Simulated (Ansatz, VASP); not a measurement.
# SnO in VASP and in Ansatz

Contents of INCAR:

```
SYSTEM = SnO
ALGO = Fast
EDIFF = 1E-8
ENCUT = 520
GGA = PE
IBRION = 8
ISIF = 2
ISMEAR = -1
LASPH = .True.
LCHARG = .False.
LEPSILON = .True.
LREAL = .False.
LWAVE = .False.
NELM = 60
PREC = Accurate
SIGMA = 0.05
```

The input KPOINTS:

```
k-points
0
Gamma
  7 7 6
  0 0 0
```

POSCAR

```
SnO
1.0
    3.8136952200      0.0000000000      0.0000000000
    0.0000000000      3.8136952200      0.0000000000
    0.0000000000      0.0000000000      4.8869133000
Sn O
2 2
Direct
    0.5000000000      0.0000000000      0.7646261400
    0.0000000000      0.5000000000      0.2353738600
    0.0000000000      0.0000000000      0.0000000000
    0.5000000000      0.5000000000      0.0000000000
```

input.yaml

```yaml
crystal:
  lattice:
    - [3.81369522, 0.0, 0.0]
    - [0.0, 3.81369522, 0.0]
    - [0.0, 0.0, 4.8869133]
  atoms:
    - { symbol: Sn, position: [0.5, 0.0, 0.76462614] }
    - { symbol: Sn, position: [0.0, 0.5, 0.23537386] }
    - { symbol: O, position: [0.0, 0.0, 0.0] }
    - { symbol: O, position: [0.5, 0.5, 0.0] }
hamiltonian:
  xc: pbe
  pseudopotentials: { kind: paw }
kpoints:
  mp_grid: { grid: [7, 7, 6] }
scf:
  occupations: { method: fixed }
output:
  eigenvalues: true
dielectric:
  method: response
```

The cell is a database's computed one.

Alike in both runs: task Born charges and dielectric tensor; functional PBE; k mesh 7 × 7 × 6; no spin polarisation.

```csv
,VASP,Ansatz
version,VASP 6.6.1,Ansatz 0.2.0
potentials or method,"VASP PAW PBE potentials, release 64 (Sn_d, O)",Ansatz PAW
plane-wave cutoff (eV),520,420
occupations,"fermi-dirac, width 0.05 eV",fixed
valence electrons in the cell,40,40
```

```tsv
	VASP	Ansatz	Ansatz less VASP
gap on the k mesh at the Fermi level (eV)	0.38	0.37	-0.013
least direct gap on the mesh (eV)	2.05	2.07	+0.029
mean electronic dielectric constant	7.72	7.70	-0.020
mean Born charge of the atom that differs most (e)	3.03	3.03	-0.001
```

Caveats: the gap is small at this level, which inflates the dielectric constant; spin-orbit coupling is left out, which moves the levels of the heavy elements; an odd mesh through Γ misses points on the zone boundary, where band edges often lie (VASP); odd divisions of the mesh miss points on the zone boundary, where band edges often lie, so the gap on the mesh can be too wide (Ansatz).
